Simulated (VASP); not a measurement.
C:

```xyz
2
Lattice="0.0000 1.7775 1.7775 1.7775 0.0000 1.7775 1.7775 1.7775 0.0000" Properties=species:S:1:pos:R:3 pbc="T T T"
C     0.0000    0.0000    0.0000
C     0.8887    0.8887    0.8887
```

This isn't the form of C at room conditions, which is graphite.

Base run:

```yaml
Program: VASP 6.6.1
Functional: TB-mBJ
Potentials_or_basis: VASP PAW PBE potentials, release 64 (C)
Cutoff: 520 eV
k_mesh: 14 × 14 × 14
Occupations: gaussian, width 0.03 eV
Spin: no spin polarisation
```

Its results: band gap on the k mesh 4.97 eV, indirect (least direct gap 6.65 eV).

Q: The run is repeated on the same cell with these changes: functional from TB-mBJ to r2SCAN. What comes out?

A: Band gap on the k mesh 4.34 eV, indirect (least direct gap 5.86 eV).
